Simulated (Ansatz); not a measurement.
# Hf8CO: the cost of one run

Method: DFT PBE+D3(BJ), scalar-relativistic, plane waves, PAW, in Ansatz 0.2.0.

1 further run of the same task is left out (set aside as unsound or not needed).

### 1 Starting point

The structure is hexagonal, space group P6_3/mmc (No. 194). Conventional cell: a = 3.171 Å, b = 3.171 Å, c = 5.017 Å, α = 90.00°, β = 90.00°, γ = 120.00°. Around Hf (site symmetry -6m2) lie 12 Hf at 3.11 to 3.17 Å.

As a file:

```cif
data_structure
_symmetry_space_group_name_H-M 'P6_3/mmc'
_symmetry_Int_Tables_number 194
_cell_length_a 3.1712
_cell_length_b 3.1712
_cell_length_c 5.0168
_cell_angle_alpha 90.000
_cell_angle_beta 90.000
_cell_angle_gamma 120.000
_cell_volume 43.69
loop_
_atom_site_label
_atom_site_type_symbol
_atom_site_symmetry_multiplicity
_atom_site_Wyckoff_symbol
_atom_site_fract_x
_atom_site_fract_y
_atom_site_fract_z
_atom_site_occupancy
Hf1 Hf 2 c 0.33333 0.66667 0.25000 1
```

This cell was relaxed beforehand with the same method: volume 21.85 Å³/atom, gap on the mesh none (metal).

### 2 The grid

Atoms count from 1 in the order of the input.

CO (O end down) is moved over the surface cell at a fixed height above a rigid substrate; the origin of the map has the adsorbate above Hf7; the height is held at 3.60 Å.

The axes are (1) position of O9 along the first surface vector, from above Hf7: 4 values from 0.00 to 0.75, periodic; (2) position of O9 along the second surface vector, from above Hf7: 4 values from 0.00 to 0.75, periodic.

Nothing else is relaxed. Points are written as (first, second).

The two vectors of the plane (Å): (3.171, 0.000, 0.000); (0.000, 5.017, 0.000).

### 3 The run at (0/4, 0/4) of the map's two axes

A dipole layer in the vacuum cancels the field that periodic copies would set up if the slab's two faces differ.

input.yaml reads:

```yaml
crystal:
  lattice:
    - [6.3423521406, 0.0, 0.0]
    - [0.0, 5.0167614026, 0.0]
    - [0.0, 0.0, 22.216520141]
  atoms:
    - { symbol: Hf, position: [0.0, 0.75, 0.1800461987] }
    - { symbol: Hf, position: [0.5, 0.75, 0.1800461987] }
    - { symbol: Hf, position: [0.25, 0.25, 0.2212515573] }
    - { symbol: Hf, position: [0.75, 0.25, 0.2212515573] }
    - { symbol: Hf, position: [0.25, 0.75, 0.2958148764] }
    - { symbol: Hf, position: [0.75, 0.75, 0.2958148764] }
    - { symbol: Hf, position: [0.0, 0.25, 0.3360796422] }
    - { symbol: Hf, position: [0.5, 0.25, 0.3360796422] }
    - { symbol: O, position: [0.0, 0.25, 0.4981212211] }
    - { symbol: C, position: [0.0, 0.25, 0.5498845032] }
basis:
  ecutwfc: 420
kpoints:
  mp_grid: { grid: [4, 6, 1] }
hamiltonian:
  xc: pbe
  dispersion: d3bj
scf:
  occupations: { method: gaussian, width: 0.1 }
output:
  forces: true
  eigenvalues: true
  write_density: true
  write_potential: true
  elf: true
  volumetric_format: npy
efield:
  axis: 3
  dipole_correction: true
  ramp_width: 0.04
```

On the command line:

```bash
$ ansatz run input.yaml --threads 4 --pin off --max-ram 12288MiB --backend cpu --events-out ev --progress --plain --runs-dir out
```

**Question.** How long does this run take on 4 threads of Arm Neoverse V1, shared host, and how much memory does it need?

About 49 s, with a peak of 2.3 GiB.
